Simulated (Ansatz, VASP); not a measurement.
**Two plane-wave programs on MnS**

File INCAR:

```
SYSTEM = MnS
PREC = Accurate
ENCUT = 520
EDIFF = 1E-7
ISMEAR = -1
SIGMA = 0.05
LREAL = .False.
LASPH = .True.
NELM = 100
ALGO = Normal
ISIF = 2
LWAVE = .False.
LCHARG = .True.
ISPIN = 2
MAGMOM = 4 0
LORBIT = 11
LMAXMIX = 4
GGA = PS
LELF = .True.
LVHAR = .True.
NBANDS = 20
```

KPOINTS

```
Automatic mesh
0
Gamma
  9 9 9
  0 0 0
```

The input POSCAR:

```
MnS
1.0
    0.0000000000      2.6045000000      2.6045000000
    2.6045000000      0.0000000000      2.6045000000
    2.6045000000      2.6045000000      0.0000000000
Mn S
1 1
Direct
    0.0036870000      0.0020330000     -0.0113660000
    0.5063840000      0.5112610000      0.4877610000
```

input.yaml

```yaml
crystal:
  lattice:
    - [0.0, 2.6045, 2.6045]
    - [2.6045, 0.0, 2.6045]
    - [2.6045, 2.6045, 0.0]
  atoms:
    - { symbol: Mn, position: [0.003687, 0.002033, -0.011366], spin: 4.0 }
    - { symbol: S, position: [0.506384, 0.511261, 0.487761] }
hamiltonian:
  xc: pbesol
  pseudopotentials: { kind: paw }
magnetization:
  spin_polarized: true
kpoints:
  mp_grid: { grid: [9, 9, 9] }
scf:
  occupations: { method: fermi_dirac, width: 0.05 }
output:
  forces: true
  stress: true
  eigenvalues: true
```

Change from the starting cell: atoms moved at random, drawn with an rms of 0.05 Å.

Alike in both runs: task single point; functional PBEsol; k mesh 9 × 9 × 9; occupations fermi-dirac, width 0.05 eV; collinear spin, ferromagnetic start.

|  | VASP | Ansatz |
| --- | --- | --- |
| version | VASP 6.6.1 | Ansatz 0.2.0 |
| potentials or method | VASP PAW PBE potentials, release 64 (Mn_pv, S) | Ansatz PAW |
| plane-wave cutoff (eV) | 520 | 420 |
| valence electrons in the cell | 19 | 21 |

|  | VASP | Ansatz | Ansatz less VASP |
| --- | --- | --- | --- |
| gap on the k mesh at the Fermi level (eV) | none | none | - |
| pressure (GPa) | -7.1 | -7.2 | -0.12 |
| rms of the force components (eV/Å) | 0.051 | 0.050 | -0.0007 |
| net moment per atom (μB) | 2.34 | 2.34 | -0.001 |
| size of the moment on the site where the two differ most (μB) | 4.23 | 4.16 | -0.066 |

Site moments also hang on the region over which each program counts them. Atom by atom the forces differ by 0.001 eV/Å (rms over components). A gap of «none» marks a metal or a gap that the smearing closes. The two sets of potentials don't hold the same shells in valence.

Caveats: a cell with one magnetic atom can't hold antiferromagnetic order, which such compounds often take; semilocal functionals often make such compounds metallic where correlation or magnetic order opens a gap, which also shifts bond lengths; the PAW data sets were made with another functional, which shifts forces and pressure a little (VASP); the PAW data sets come from PBE, with cores solved anew for the run's functional, which leaves a small shift of forces and pressure (Ansatz).
